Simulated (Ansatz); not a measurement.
Nuclear-site quantities of RbBr as the cell is scaled

```
Rb Br
1.0
     0.00000    3.42750    3.42750
     3.42750    0.00000    3.42750
     3.42750    3.42750    0.00000
Rb Br
1 1
Direct
  0.00000 0.00000 0.00000
  0.50000 0.50000 0.50000
```

Atom numbers follow the list: Rb1, Br2.

The cell is COD entry 1010048, as deposited and not checked against the literature; nothing was relaxed. It is an old determination, and later ones may differ.

Theory: Ansatz 0.2.0, DFT, PBEsol, all-electron PAW with datasets made for the crystal, scalar-relativistic.

The runs use a Γ-centred 7×7×7 k mesh, Fermi–Dirac smearing of 0.03 eV, cutoff 200 eV (chosen by the program for this cell), no spin polarisation.

The contact density is the mean electron density over the nuclear volume; its changes follow the s electrons' response to bonding and compression. Changes below are taken from the unscaled cell, where it is 361412 e/Å³ at Rb1, 292779 e/Å³ at Br2.

| V/V(cell) | P (GPa) | Δρ(0) Rb1 (e/Å³) | Δρ(0) Br2 (e/Å³) |
| --- | --- | --- | --- |
| 0.9400 | 0.9 | 0.61 | -0.21 |
| 0.9600 | 0.5 | ? | -0.14 |
| 0.9800 | 0.2 | 0.19 | -0.07 |
| 0.9900 | 0.1 | 0.09 | -0.04 |
| 1.0000 | -0.1 | 0.00 | 0.00 |
| 1.0100 | -0.2 | -0.10 | 0.03 |
| 1.0200 | -0.3 | -0.19 | ? |
| 1.0400 | -0.5 | -0.37 | 0.14 |
| 1.0600 | -0.7 | -0.54 | ? |

Q: What belongs in the row "1.0600", column "Δρ(0) Br2 (e/Å³)"?

A: 0.21.

Q: Give the missing entry: row "1.0200", column "Δρ(0) Br2 (e/Å³)".

A: 0.07.

Q: Give the missing entry: row "0.9600", column "Δρ(0) Rb1 (e/Å³)".

A: 0.40.

The datasets are made afresh for each cell, so very small changes are uncertain.
